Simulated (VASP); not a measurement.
TiCo:

```xyz
2
Lattice="2.9861 0.0000 0.0000 0.0000 2.9861 0.0000 0.0000 0.0000 2.9861" Properties=species:S:1:pos:R:3 pbc="T T T"
Co    1.4931    1.4931    1.4931
Ti    0.0000    0.0000    0.0000
```

The cell comes from a database or a generator and needn't be the stable form of this composition.

Base run:

```yaml
Program: VASP 6.6.1
Functional: PBE
Potentials_or_basis: VASP PAW PBE potentials, release 64 (Co, Ti_sv)
Cutoff: 520 eV
k_mesh: 9 × 9 × 9
Occupations: fermi-dirac, width 0.05 eV
Spin: collinear spin, ferromagnetic start
Starting_moments: "[2.0, 1.0] μB"
```

Its results: band gap on the k mesh none (metal or under the smearing width); pressure -1.1 GPa; net moment 0.79 μB per cell; site moments Co +0.88; Ti -0.03 μB.

Q: The run is repeated on the same cell with these changes: functional from PBE to PBEsol. What comes out?

A: Band gap on the k mesh none (metal or under the smearing width); pressure -8.6 GPa; net moment 0.67 μB per cell; site moments Co +0.74; Ti -0.03 μB.

PBEsol binds more tightly than PBE, so the same cell stands under less pressure.

Caveats: the PAW data sets were made with another functional, which shifts forces and pressure a little (some runs).

Not every run made on this cell is shown here.
